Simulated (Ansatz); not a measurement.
Formation energy of ZrO2

Level of theory: DFT, PBE, scalar-relativistic, no spin polarisation; plane waves to 420 eV with PAW datasets (Ansatz 0.2.0), 8×8×6 k-mesh, Gaussian smearing of 0.05 eV; PAW files: Ansatz's generated set soft_2.

The chain of runs began from a cell as deposited in COD, expanded in volume.

It takes space group P4_2/nmc (No. 137, tetragonal). The conventional cell has a = 3.621 Å, b = 3.621 Å, c = 5.283 Å, α = 90.00°, β = 90.00°, γ = 90.00°. Zr (site symmetry -4m2) is surrounded by 4 O at 2.08 Å. O (site symmetry 2mm) has 2 Zr at 2.08 Å as nearest neighbours. (Shells end 15 % past the nearest neighbour.)

The elements were computed in their standard states (gases as isolated molecules) with the same datasets, cutoff and functional. Total energies depend on the potentials used, so only differences within one code and one set of settings carry meaning.

Energy of the relaxed cell (6 atoms, smearing extrapolated to zero): -10647.847 eV. Elements, in eV/atom: Zr -4183.837, O -564.968.

**Question.** What is the formation energy?

**Answer.** [-10647.847 − (2 × -4183.837 + 4 × -564.968)] / 6 = -3.38 eV/atom, or -326 kJ per mole of atoms.

The value is for 0 K, without zero-point energy and without any correction for the binding of gas molecules. Uncorrected semilocal values for oxides, chalcogenides and halides often miss by tenths of an eV an atom. A negative value shows stability against the elements alone, not against other compounds or structures.

Bader charges against formal ones: Zr +2.61 (+4), O −1.30 (−2). The cations give up 65 % of the formal charge; Bader charges stay under formal ones because the anions' density reaches into the cations' basins.

Formal charges Zr⁴⁺, O²⁻ balance and leave closed shells on every ion, so a band insulator is expected, and the gap is 4.04 eV.

Kohn–Sham gaps of semilocal functionals lie under measured ones, often by a third or more. The relaxed cell is 4 % larger in volume than the cell of this structure in the Crystallography Open Database (11.13 Å³/atom, 1995).
